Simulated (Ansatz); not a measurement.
Runs of Ansatz 0.2.0 on BN. It takes space group F-43m (No. 216, cubic). The conventional cell has a = 3.626 Å, b = 3.626 Å, c = 3.626 Å, α = 90.00°, β = 90.00°, γ = 90.00°. N (site symmetry -43m) has 4 B at 1.57 Å as nearest neighbours. B (site symmetry -43m) has 4 N at 1.57 Å as nearest neighbours. The cell is a database's computed one.

```csv
task,level,cell,k mesh,smearing,points for each segment of the path,atoms under strain,q mesh,mesh quality,gap on the mesh (eV),pressure (GPa),relaxed volume (Å³/atom)
Born charges and dielectric tensor,LDA,as given,13 × 13 × 13,fixed,-,-,-,not flagged,4.42,-,-
band structure,revPBE,as given,13 × 13 × 13,fermi-dirac 0.05 eV,14,-,-,not flagged,4.56,(a),-
Born charges and dielectric tensor,B3LYP+D3(BJ),as given,7 × 7 × 7,fixed,-,-,-,coarse,6.78,-,-
relaxation of cell and atoms,LDA,relaxed,13 × 13 × 13,fermi-dirac 0.05 eV,-,-,-,not flagged,4.47,0.0,(b)
elastic constants,LDA,as given,10 × 10 × 10,fixed,-,relaxed,-,not flagged,4.35,-14.2,-
band structure,RPBE,as given,13 × 13 × 13,fermi-dirac 0.05 eV,14,-,-,not flagged,4.57,(c),-
phonons,LDA,as given,10 × 10 × 10,fixed,8,-,2 × 2 × 2,not flagged,4.35,-,-
relaxation of cell and atoms,PBE0,relaxed,7 × 7 × 7,fermi-dirac 0.05 eV,-,-,-,coarse,6.85,0.0,5.82
```

Alike in all rows: potentials or basis Ansatz PAW; no spin polarisation; cutoff (eV) 420.

Fill in the values left out.

(a) 4.0; (b) 5.74; (c) 5.4.

Caveats: some runs use coarse meshes; the PAW data sets come from PBE, with cores solved anew for the run's functional, which leaves a small shift of forces and pressure; odd divisions of the mesh miss points on the zone boundary, where band edges often lie, so the gap on the mesh can be too wide (some runs); the k mesh misses the band edges, so the gap on the mesh is wider than the one along the path (some runs); the plane-wave basis is chosen anew once the cell has moved, so the energies of steps on either side of that aren't comparable (some runs); the cell is more than 3 GPa from zero pressure, which shifts response properties (some runs).

Runs at the PBE level aren't shown here.
